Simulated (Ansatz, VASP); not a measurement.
One calculation of NaI, two programs

File INCAR:

```
SYSTEM = NaI
ALGO     = Normal         ! electronic algorithm
EDIFF    = 1E-7           ! SCF threshold, eV
EDIFFG   = -0.005         ! ionic threshold
ENCUT    = 600            ! plane-wave cutoff, eV
GGA      = PE             ! functional
IBRION   = 2              ! ionic algorithm
ISIF     = 3              ! what is computed and relaxed
ISMEAR   = 0              ! smearing method
LASPH    = .True.         ! aspherical terms in the spheres
LCHARG   = .False.        ! write CHGCAR
LREAL    = .False.        ! projectors in reciprocal space
LWAVE    = .False.        ! write WAVECAR
NELM     = 100            ! most SCF steps
NSW      = 100            ! ionic steps
PREC     = Accurate       ! precision mode
SIGMA    = 0.02           ! smearing width, eV
```

Contents of KPOINTS:

```
k-points
0
Gamma
  6 6 6
  0 0 0
```

POSCAR

```
NaI
1.0
    0.0000000000      3.2364000000      3.2364000000
    3.2364000000      0.0000000000      3.2364000000
    3.2364000000      3.2364000000      0.0000000000
Na I
1 1
Direct
    0.0000000000      0.0000000000      0.0000000000
    0.5000000000      0.5000000000      0.5000000000
```

Input for Ansatz:

```yaml
crystal:
  lattice:
    - [0.0, 3.2364, 3.2364]
    - [3.2364, 0.0, 3.2364]
    - [3.2364, 3.2364, 0.0]
  atoms:
    - { symbol: Na, position: [0.0, 0.0, 0.0] }
    - { symbol: I, position: [0.5, 0.5, 0.5] }
basis:
  ecutwfc: 420
kpoints:
  mp_grid: { grid: [6, 6, 6] }
hamiltonian:
  xc: pbe
scf:
  occupations: { method: gaussian, width: 0.02 }
output:
  forces: true
  stress: true
  eigenvalues: true
relax:
  adjacent_minimum: "off"
  f_tol: 0.005
  max_steps: 80
  cell: { stress_tol: 0.05 }
```

Alike in both runs: task relaxation of cell and atoms; functional PBE; k mesh 6 × 6 × 6; occupations gaussian, width 0.02 eV; no spin polarisation.

```csv
,VASP,Ansatz
version,VASP 6.6.1,Ansatz 0.2.0
potentials or method,"VASP PAW PBE potentials, release 64 (Na_pv, I)","scalar-relativistic, plane waves, PAW"
plane-wave cutoff (eV),600,420
valence electrons in the cell,14,26
```

|  | VASP | Ansatz | Ansatz less VASP |
| --- | --- | --- | --- |
| gap on the k mesh at the Fermi level, each at its own relaxed structure (eV) | 3.57 | 3.58 | +0.009 |
| relaxed volume (Å³/atom) | 34.85 | 34.78 | -0.076 |
| relaxed cell length with the largest relative difference (Å) | 4.620 | 4.616 | -0.0034 |
| energy change over the relaxation (meV/atom) | -1 | -1 | +0.1 |

The two sets of potentials don't hold the same shells in valence.

Caveats: spin-orbit coupling is left out, which moves the levels of the heavy elements. PBE usually gives volumes a little too large and moduli too small. Zero-point motion and thermal expansion aren't in these numbers.
